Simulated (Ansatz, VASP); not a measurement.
# SiC (Moissanite 3C) in two plane-wave programs

One calculation is typed for both programs; each brings its own data sets. How far apart do they land? The structure shown comes from an earlier Ansatz run, which isn't shown and may have moved the atoms alone.

Method: plane waves, with VASP 6.6.1 beside it; elastic constants at LDA, in Ansatz 0.2.0.

### 1. Starting point

The structure is cubic, space group F-43m (No. 216). The conventional cell has a = 4.329 Å, b = 4.329 Å, c = 4.329 Å, α = 90.00°, β = 90.00°, γ = 90.00°. Si has 4 C at 1.87 Å nearest. Nearest to C lie 4 Si at 1.87 Å. Farther neighbours are not listed.

### 2. Ansatz: elastic constants, LDA, pair 1

Ansatz runs on its default PAW (the set named soft_2) files.

Elastic constants are differences of stresses under small strains, so they test the stress and the mesh.

Input file input.yaml:

```yaml
crystal:
  lattice:
    - [0.0, 2.164659472, 2.164659472]
    - [2.164659472, 0.0, 2.164659472]
    - [2.164659472, 2.164659472, 0.0]
  atoms:
    - { symbol: Si, position: [0.0, 0.0, 0.0] }
    - { symbol: C, position: [0.25, 0.25, 0.25] }
kpoints:
  mp_grid: { grid: [6, 6, 6] }
hamiltonian:
  xc: lda
scf:
  occupations: { method: gaussian, width: 0.02 }
output:
  forces: true
  stress: true
  eigenvalues: true
elastic:
  mode: relaxed_ion
  stencil: two_point
```

Command:

```bash
$ ansatz run input.yaml --threads 4 --pin off --max-ram 8192MiB --backend cpu --events-out ev --progress --plain --runs-dir out
```

Numbers of over 12 decimals in the logs are rounded to 6 here.

Log:

```text
Engine: ansatz 0.2.0, aarch64-unknown-linux-gnu
Pseudopotentials: kind: paw
Pseudopotential: Si, paw, valence charge 4, recommended cutoff 420 eV (normal), Si.paw.azcp
Pseudopotential: C, paw, valence charge 4, recommended cutoff 420 eV (normal), C.paw.azcp
Functional definition: SPW92
  exchange = slater_x
  correlation = pw_c
Crystal: 2 atoms, lattice volume = 20.286 Å³
Basis set: ecut = 420 eV, 411 PW (Γ)
Bands: 8, of which v1, the nominal top of the filled ones, is band 4 counted from 1 (3 counted from 0)
Symmetry: 24 space group operations
Space group: F-43m (ITA 216), of the structure as read, at distance tolerance 2.7e-5 Å
k-points: 16 of 216 (time reversal used)
Non-local potential: Si, projectors of the file, l = 0: 2, l = 1: 2, l = 2: 2
Non-local potential: C, projectors of the file, l = 0: 2, l = 1: 2, l = 2: 1
PAW form: soft (Blöchl's): semilocal exchange-correlation on the pseudo side does not see the compensation charge
PAW frozen core: Si, regenerated for the run's functional, and the local potential with it (the file was generated under x = pbe(κ = 0.804, μ = 0.219515), c = pbe(β = 0.066725))
PAW frozen core: C, regenerated for the run's functional, and the local potential with it (the file was generated under x = pbe(κ = 0.804, μ = 0.219515), c = pbe(β = 0.066725))
PAW one-centre angular grid: Si, 110 points (default); XC on 64 Gauss nodes
PAW one-centre angular grid: C, 110 points (default); XC on 64 Gauss nodes
Initial density: superposition of atomic densities (neutral atoms: chi_scale 0, normalization atom), corrected by the library's trained network
Initial wavefunctions: pseudopotential atomic-orbital guess
Functional: x = slater, c = lda
SCF iter   1: F=—  HF=-852.192887 eV  |F-HF|=—  |Δ(HF+E_count)|=         —  Δρ=7.21e-3  dr2=1.02e-2  ethr=1.77e-3  ⟨swp⟩=6.2  Hψ=1093  notcnv=0
preconditioner: auto → none  [insulator: Δε(μ)=1.229 eV  Ē_g=14.066 eV  σ=0.020 eV  W_gap=1.00  n_scr=0 (ndim 8)  ℏωp=23.3 eV  f_vac=0.000  D(μ)=0.00/eV (n_scr^D=0)  ε∞_Penn≈3.7]
SCF iter   2: F=—  HF=-852.190119 eV  |F-HF|=—  |Δ(HF+E_count)|=   2.77e-3  Δρ=3.36e-3  dr2=1.06e-3  ethr=1.27e-4  ⟨swp⟩=2.3  Hψ=332  notcnv=0
SCF iter   3: F=—  HF=-852.189832 eV  |F-HF|=—  |Δ(HF+E_count)|=   2.87e-4  Δρ=1.41e-3  dr2=1.57e-4  ethr=1.33e-5  ⟨swp⟩=2.4  Hψ=234  notcnv=0
SCF iter   4: F=—  HF=-852.189794 eV  |F-HF|=—  |Δ(HF+E_count)|=   3.79e-5  Δρ=3.36e-4  dr2=9.59e-6  ethr=1.97e-6  ⟨swp⟩=1.0  Hψ=128  notcnv=0
SCF iter   5: F=—  HF=-852.189792 eV  |F-HF|=—  |Δ(HF+E_count)|=   2.30e-6  Δρ=3.34e-5  dr2=1.01e-7  ethr=1.20e-7  ⟨swp⟩=1.2  Hψ=138  notcnv=0
SCF iter   6: F=—  HF=-852.189793 eV  |F-HF|=—  |Δ(HF+E_count)|=   1.36e-6  Δρ=1.55e-6  dr2=1.62e-10  ethr=1.26e-9  ⟨swp⟩=2.2  Hψ=191  notcnv=0
SCF iter   7: F=—  HF=-852.189793 eV  |F-HF|=—  |Δ(HF+E_count)|=  8.11e-11  Δρ=2.85e-7  dr2=7.50e-12  ethr=2.02e-12  ⟨swp⟩=1.8  Hψ=158  notcnv=0
SCF iter   8: F=-852.189793 eV  HF=-852.189793 eV  |F-HF|=4.55e-13  |Δ(HF+E_count)|=  2.16e-12  Δρ=1.19e-8  dr2=2.96e-14  ethr=1.00e-12  ⟨swp⟩=3.1  Hψ=496  notcnv=0
SCF 1 converged in 8 iterations: F = -852.189793 eV  dr2 = 2.96e-14
  greatest PAW one-centre occupation: 0.639 electrons in one spin orbital (limit 2), on the C atom at site 1 (counted from 0), in its partial waves of l = 0
Crystal: 2 atoms, lattice volume = 20.246 Å³
Symmetry: 8 space group operations
k-points: 30 of 216 (time reversal used)
Initial density: handed on by an earlier stage of this run
Initial wavefunctions: those handed on with the density
iter 1 solved again at ethr=9.41e-7 eV; its pass at ethr=3.10e-3 eV (dr2=7.53e-5 eV) is discarded
SCF iter   1: F=—  HF=-852.189646 eV  |F-HF|=—  |Δ(HF+E_count)|=         —  Δρ=5.62e-4  dr2=7.49e-5  ethr=9.41e-7  ⟨swp⟩=1.0  Hψ=2029  notcnv=0
preconditioner: auto → none  [insulator: Δε(μ)=1.278 eV  Ē_g=14.113 eV  σ=0.020 eV  W_gap=1.00  n_scr=0 (ndim 8)  ℏωp=23.3 eV  f_vac=0.000  D(μ)=0.00/eV (n_scr^D=0)  ε∞_Penn≈3.7]
SCF iter   2: F=—  HF=-852.189623 eV  |F-HF|=—  |Δ(HF+E_count)|=   2.31e-5  Δρ=1.63e-4  dr2=4.39e-6  ethr=9.36e-7  ⟨swp⟩=2.5  Hψ=350  notcnv=0
SCF iter   3: F=—  HF=-852.189621 eV  |F-HF|=—  |Δ(HF+E_count)|=   1.08e-6  Δρ=5.76e-5  dr2=4.93e-7  ethr=5.49e-8  ⟨swp⟩=2.5  Hψ=352  notcnv=0
SCF iter   4: F=—  HF=-852.189620 eV  |F-HF|=—  |Δ(HF+E_count)|=   1.57e-6  Δρ=9.51e-6  dr2=9.24e-9  ethr=6.17e-9  ⟨swp⟩=2.0  Hψ=349  notcnv=0
SCF iter   5: F=—  HF=-852.189620 eV  |F-HF|=—  |Δ(HF+E_count)|=  2.84e-10  Δρ=6.33e-7  dr2=4.44e-11  ethr=1.15e-10  ⟨swp⟩=1.1  Hψ=245  notcnv=0
SCF iter   6: F=—  HF=-852.189620 eV  |F-HF|=—  |Δ(HF+E_count)|=  2.16e-11  Δρ=6.52e-8  dr2=2.95e-13  ethr=5.54e-13 (applied; sched 1.00e-12)  ⟨swp⟩=2.3  Hψ=358  notcnv=0
SCF iter   7: F=-852.189620 eV  HF=-852.189620 eV  |F-HF|=4.55e-13  |Δ(HF+E_count)|=  1.14e-13  Δρ=4.74e-9  dr2=2.39e-15  ethr=1.00e-12  ⟨swp⟩=4.0  Hψ=707  notcnv=0
[...]
SCF iter   5: F=—  HF=-852.189659 eV  |F-HF|=—  |Δ(HF+E_count)|=  1.14e-13  Δρ=3.27e-8  dr2=1.81e-13  ethr=1.00e-12  ⟨swp⟩=4.9  Hψ=1207  notcnv=0
SCF iter   6: F=-852.189659 eV  HF=-852.189659 eV  |F-HF|=0.00e0  |Δ(HF+E_count)|=  1.14e-13  Δρ=1.10e-8  dr2=1.36e-14  ethr=1.00e-12  ⟨swp⟩=4.0  Hψ=1098  notcnv=0
SCF 5 converged in 6 iterations: F = -852.189659 eV  dr2 = 1.36e-14
relax step   2: F+E_penalty+E_count = -852.18965945 eV  Δ(F+E_penalty+E_count) = -4.472e-6 eV  max|allowed force component| = 1.098e-2 eV/Å  Δτ_max = 0.0002 Å  (6 SCF iters, accepted)
[...]
relax step   3: F+E_penalty+E_count = -852.18966251 eV  Δ(F+E_penalty+E_count) = -3.060e-6 eV  max|allowed force component| = 1.284e-9 eV/Å  Δτ_max = 0.0003 Å  (6 SCF iters, accepted)
[...]
relax step   1: F+E_penalty+E_count = -852.18965498 eV  Δ(F+E_penalty+E_count) = +0.000e0 eV  max|allowed force component| = 1.722e-2 eV/Å  Δτ_max = 0.0000 Å  (8 SCF iters, accepted)
[...]
relax step   2: F+E_penalty+E_count = -852.18966251 eV  Δ(F+E_penalty+E_count) = -7.532e-6 eV  max|allowed force component| = 6.288e-8 eV/Å  Δτ_max = 0.0004 Å  (7 SCF iters, accepted)
iter 1 solved again at ethr=1.00e-12 eV; its pass at ethr=3.10e-3 eV (dr2=3.78e-14 eV) is discarded
SCF iter   1: F=—  HF=-852.189663 eV  |F-HF|=—  |Δ(HF+E_count)|=         —  Δρ=1.24e-8  dr2=2.92e-14  ethr=1.00e-12  ⟨swp⟩=2.4  Hψ=3267  notcnv=0
SCF iter   2: F=-852.189663 eV  HF=-852.189663 eV  |F-HF|=2.27e-13  |Δ(HF+E_count)|=  1.14e-12  Δρ=3.59e-9  dr2=1.68e-15  ethr=1.00e-12  ⟨swp⟩=4.0  Hψ=1057  notcnv=0
SCF 10 converged in 2 iterations: F = -852.189663 eV  dr2 = 1.68e-15
SCF converged after 8 iterations
Free energy (F): -852.189793 eV
Harris-Foulkes:  -852.189793 eV  (|F-HF|=4.55e-13)
Internal energy: -852.189793 eV  (E = F + TS)
E sigma→0 (E₀):  -852.189793 eV
Fermi energy:    10.148449 eV
--- Per-component energies (eV) ---
  E_band       = 28.686276
  E_kinetic    = 136.852549
  E_local      = -105.147246  (includes V_loc(G=0)·N_el)
  E_nonlocal   = 54.167231
  E_hartree    = 31.625910
  E_xc         = -105.069698
  E_vxc        = -109.831109  (∫ρ·V_xc dr)
  E_paw        = -578.095290  (= ΣΔE_a)
  E_vpaw       = -10.606983  (= ΣTr[D̂ρ^β])
  E_aug_tail   = 0.000016  (compensation charges beyond the density's cutoff)
  E_ewald      = -286.670428
  E_core_change = 0.147163  (= ΣΔE_core)
  E_smearing   = -0.000000  (= −TS)
  E_closure    = -0.000000  (closes the sum)
  Σ components = -852.189793   (vs F -852.189793, Δ=0.00e0)
--- Forces (eV/Å), atoms counted from 1 ---
  atom   1  Si     0.00000000    -0.00000000    -0.00000000
  atom   2  C     -0.00000000     0.00000000     0.00000000
  max |Σ_I F_I| component: 7.40e-17 eV/Å
--- Stress (GPa, compression-positive) ---
        0.000276      -0.000000      -0.000000
       -0.000000       0.000276       0.000000
       -0.000000       0.000000       0.000276
  P = ⅓ Tr σ = 0.0003 GPa (0.003 kbar)
--- Band table (eV; the first three rows and the last of 16) ---
  k-point 0: bands = ["-5.9765", "9.5018", "9.5018", "9.5018", "15.9997", "16.8310", "16.8310", "16.8310"]
  k-point 1: bands = ["-5.4265", "7.1339", "9.1691", "9.1691", "15.9730", "17.3502", "17.3502", "17.9548"]
  k-point 2: bands = ["-3.8617", "3.2799", "8.6508", "8.6508", "15.3058", "17.1438", "17.1438", "19.4316"]
  k-point 15: bands = ["-0.5922", "2.1489", "4.8981", "5.0298", "13.4562", "16.5766", "20.3914", "21.7365"]
--- Elastic constants: 2 strain directions × 2 members + reference (group order 24) ---
  dense FFT box of the reference and of every strained cell: 24×24×24
  strains applied: 11, 23; error gains: componentwise 1.00 (the most a stress slope's error grows in a printed constant), spectral 1.73 (1 for all six strains in a standard setting)
  C = ∂σ_k/∂η_j (tension-positive GPa; Voigt order 11 22 33 23 13 12):
       402.815    143.423    143.423     -0.000      0.000      0.000
       143.423    402.815    143.423     -0.000     -0.000      0.000
       143.423    143.423    402.815     -0.000      0.000     -0.000
         0.000      0.000      0.000    251.762      0.000      0.000
        -0.000     -0.000      0.000     -0.000    251.762     -0.000
        -0.000     -0.000     -0.000     -0.000     -0.000    251.762
  reference stress σ⁰ (GPa):     -0.000     -0.000     -0.000     -0.000      0.000      0.000
  C* (energy form; C + prestress term) asymmetry max|C*_kj − C*_jk| = 2.223e-15 GPa — a small one proves nothing (zero by symmetry where the batch's group is 432, −43m or m−3m); a large one is finite-difference/SCF noise where every solve meets its electron count
  moduli (Voigt/Reuss/Hill, GPa): K = 229.89/229.89/229.89   G = 202.94/182.90/192.92   E = 452.25   ν = 0.172
  mechanically stable: yes (min eigenvalue of sym C = 251.76 GPa)
  strain η (Voigt 11):  stress-route row diagonal C_11 = 402.81 GPa, energy-path curvature d²(F+E_count+ΔE)/dδ²/Ω₀ = 403.69 GPa
         δ    σ_11 (GPa)             F (eV)   n_scf  n_hpsi   n_pw
    -2.000e-3      -0.8041        -852.1896199       7    4610    411   relax 0 steps, max|allowed force component| 3.75e-16 eV/Å
     2.000e-3       0.8072        -852.1895997       6    4698    411   relax 0 steps, max|allowed force component| 5.55e-17 eV/Å
  strain η (Voigt 23):  stress-route row diagonal C_44 = 251.76 GPa, energy-path curvature d²(F+E_count+ΔE)/dδ²/Ω₀ = 252.66 GPa
         δ    σ_23 (GPa)             F (eV)   n_scf  n_hpsi   n_pw
    -2.000e-3      -0.5035        -852.1896625       2    4649    411   relax 3 steps, max|allowed force component| 1.28e-9 eV/Å
     2.000e-3       0.5035        -852.1896625       2    4652    411   relax 2 steps, max|allowed force component| 6.29e-8 eV/Å
```

(Continued in part 2 of 2.)

[Lines on the potential files, build, host, timing and source positions are cut from VASP's logs without a mark.]

[Logs are printed without paths, hosts, clocks, repeated set-up lines and the standing remarks that a program may print on its own settings, such as how far it seeks lower states.]

[Hosts, paths, dates, database ids (printed as entryN), source tags and the programs' standing remarks are cut or masked in the printed files.]
